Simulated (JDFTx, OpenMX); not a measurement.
Given: the input of a run of OpenMX 3.8.5 on LiF (Griceite). Atoms were shifted at random by some hundredths of an Å from the given cell, which wasn't relaxed again for these runs. 

File LiF.dat:

```
System.CurrrentDirectory             ./
System.Name                          LiF
DATA.PATH                            ./DFT_DATA13
level.of.stdout                      1
level.of.fileout                     0
Species.Number                       2
<Definition.of.Atomic.Species
  F   F6.0-s2p2d1            F_PBE13
  Li  Li8.0-s3p2             Li_PBE13
Definition.of.Atomic.Species>

Atoms.Number                         2
Atoms.SpeciesAndCoordinates.Unit     FRAC
<Atoms.SpeciesAndCoordinates
    1  F     0.5146860000    0.4798640000    0.5202120000   3.500  3.500
    2  Li    0.0101770000   -0.0006530000    0.0105960000   1.500  1.500
Atoms.SpeciesAndCoordinates>

Atoms.UnitVectors.Unit               Ang
<Atoms.UnitVectors
     0.0000000000    2.0140000000    2.0140000000
     2.0140000000    0.0000000000    2.0140000000
     2.0140000000    2.0140000000    0.0000000000
Atoms.UnitVectors>

scf.XcType                           GGA-PBE
scf.SpinPolarization                 off
scf.ElectronicTemperature            580.226
scf.energycutoff                     400.0
scf.maxIter                          100
scf.EigenvalueSolver                 band
scf.Kgrid                            11 11 11
scf.Mixing.Type                      rmm-diisk
scf.Init.Mixing.Weight               0.05
scf.Min.Mixing.Weight                0.001
scf.Max.Mixing.Weight                0.3
scf.Mixing.History                   25
scf.Mixing.StartPulay                8
scf.criterion                        1.0e-8
scf.stress.tensor                    on
MD.Type                              nomd
```

Potentials or basis: OpenMX 2013 PBE set, F6.0-s2p2d1, Li8.0-s3p2, grid cutoff 400 Ry.

The run is started by

```sh
$ openmx LiF.dat -nt 1 > LiF.std
```

Set up the same calculation for JDFTx 1.7.0 (patched build). Potentials or basis there: PseudoDojo-SR-PBE-0.5-standard, cutoff 1143 eV.

As run (cutoffs and basis follow the program's own potentials, and thresholds, step limits or extra output files can differ):

Contents of LiF.in:

```
lattice \
    0.0000000000     3.8059084150     3.8059084150 \
    3.8059084150     0.0000000000     3.8059084150 \
    3.8059084150     3.8059084150     0.0000000000
coords-type Lattice
ion F      0.5146860000     0.4798640000     0.5202120000 1
ion Li     0.0101770000    -0.0006530000     0.0105960000 1

ion-species pseudo/F.upf
ion-species pseudo/Li.upf
elec-cutoff 42
elec-ex-corr gga-PBE
kpoint-folding 11 11 11
elec-smearing Fermi 0.0018374661
elec-n-bands 10
electronic-SCF nIterations 100 energyDiffThreshold 1e-08
electronic-minimize nIterations 30 energyDiffThreshold 1e-7
converge-empty-states yes
forces-output-coords Cartesian

dump-name run.$VAR
dump End Ecomponents EigStats BandEigs Kpoints Forces Stress
```

Potentials or basis: PseudoDojo-SR-PBE-0.5-standard.

The run is started by

```sh
$ jdftx -c 1 -i LiF.in -o LiF.out
```

Both were run:

|  | OpenMX | JDFTx |
| --- | --- | --- |
| Pressure | 3.0 GPa | 1.8 GPa |

Pressure is positive in compression.
